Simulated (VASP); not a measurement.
Set up this calculation in VASP 6.6.1, as the native input.

| Property | Result |
| --- | --- |
| Task | single point |
| Functional | PBEsol |
| Potentials or basis | VASP PAW PBE potentials, release 64 (Pt) |
| Cutoff | 520 eV |
| k mesh | 6 × 6 × 4 |
| Occupations | gaussian, width 0.1 eV |
| Spin | no spin polarisation |
| Dipole correction | no |
| Further INCAR settings | ALGO = Normal; EDIFF = 1e-07; NBANDS = 22 |

The structure of Pt lies in POSCAR:

```
Pt
1.0
    3.6656485145      0.0000000000      0.0000000000
   -1.8328242573      3.1745447349      0.0000000000
    0.0000000000      0.0000000000      4.1588009468
Pt
3
Direct
    0.2254000000      0.0000000000      0.3333333333
    0.0000000000      0.2254000000      0.6666666667
    0.7746000000      0.7746000000      0.0000000000
```

The cell was built by a generator and needn't be a form met in nature.

The input as run:

INCAR

```
PREC = Accurate
ENCUT = 520
EDIFF = 1E-7
ISMEAR = 0
SIGMA = 0.1
LREAL = False
LASPH = True
NELM = 100
ALGO = Normal
ISIF = 2
LWAVE = False
LCHARG = False
GGA = PS
NBANDS = 22
```

KPOINTS

```
regular mesh
0
Gamma
  6 6 4
```

Potentials or basis: VASP PAW PBE potentials, release 64 (Pt).

The run is started by

```console
$ cat potpaw_PBE.64/Pt/POTCAR > POTCAR
$ mpirun -np 1 vasp_std > vasp.out
```

It gave:

```
Pressure               : 115.7 GPa
Largest force          : 22.632 eV/Å
Band gap on the k mesh : none (metal or under the smearing width)
```

Caveat: the k mesh is coarse (spacing up to 0.38 Å⁻¹), so the values aren't converged; a pressure of tens of GPa on the cell as given is suspect, and the run, the potentials or the cell itself is likely at fault; the PAW data sets were made with another functional, which shifts forces and pressure a little.

Wall time 24 s on 1 thread of Intel(R) Xeon(R) Platinum 8559C (Emerald Rapids) (shared host), peak memory 0.16 GiB.
